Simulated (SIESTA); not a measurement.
CuO (Tenorite):

```
CELL_PARAMETERS angstrom
2.34185 -1.71130 0.00000
2.34185 1.71130 0.00000
-0.85003 0.00000 5.05787
ATOMIC_POSITIONS crystal
Cu 0.50000 0.00000 0.50000
Cu 0.00000 0.50000 0.00000
O 0.41840 0.58160 0.75000
O 0.58160 0.41840 0.25000
```

Base run:

```yaml
Program: SIESTA 5.4.2
Functional: vdW-DF2
Potentials_or_basis: PseudoDojo 0.4 standard (PBE files)
Basis: DZP (energy shift 0.002 Ry)
Grid_cutoff: 800 Ry
Energy_shift: 0.002 Ry
k_mesh: 10 × 10 × 5
Occupations: fermi-dirac, width 0.05 eV
Spin: no spin polarisation
```

Its results: band gap on the k mesh none (metal or under the smearing width); pressure 19.6 GPa; largest force 0.071 eV/Å.

**Question.** After a change of settings the same cell gave: band gap on the k mesh none (metal or under the smearing width); pressure 6.7 GPa; largest force 0.098 eV/Å. Which change was it?
A. functional from vdW-DF2 to BP86
B. functional from vdW-DF2 to SVWN5; potentials or basis from PseudoDojo 0.4 standard (PBE files) to PseudoDojo 0.4 standard (LDA files)
C. functional from vdW-DF2 to revPBE
D. functional from vdW-DF2 to VV10

**Answer.** A.

Caveats: semicore shells carry a single zeta, which can move pressures by several GPa and volumes by a few percent; the potentials were made for another functional, which shifts forces and pressure; the basis of atomic orbitals isn't converged, which shifts pressures, moduli and gaps; the run has no spin polarisation, though such a crystal can be magnetic; semilocal functionals often make such compounds metallic where correlation or magnetic order opens a gap, which also shifts bond lengths; so large a pressure means that the cell lies far from this level's equilibrium, or that cutoff or potentials fall short (some runs).

Runs at the PBE level aren't shown here.
